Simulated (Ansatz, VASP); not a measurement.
Zn in VASP and in Ansatz

```xyz
1
Lattice="0.0000 1.9325 1.9325 1.9325 0.0000 1.9325 1.9325 1.9325 0.0000" Properties=species:S:1:pos:R:3 pbc="T T T"
Zn    0.0000    0.0000    0.0000
```

Alike in both runs: task single point; functional revPBE; k mesh 15 × 15 × 15; occupations fermi-dirac, width 0.1 eV; no spin polarisation.

|  | VASP | Ansatz |
| --- | --- | --- |
| version | VASP 6.6.1 | Ansatz 0.2.0 |
| potentials or method | VASP PAW PBE potentials, release 64 (Zn) | plane waves (420 eV) with PAW, scalar-relativistic |
| plane-wave cutoff (eV) | 520 | 420 |
| valence electrons in the cell | 12 | 12 |

```csv
,VASP,Ansatz,Ansatz less VASP
pressure (GPa),6.6,6.2,-0.40
```

Caveats: the PAW data sets were made with another functional, which shifts forces and pressure a little (VASP).
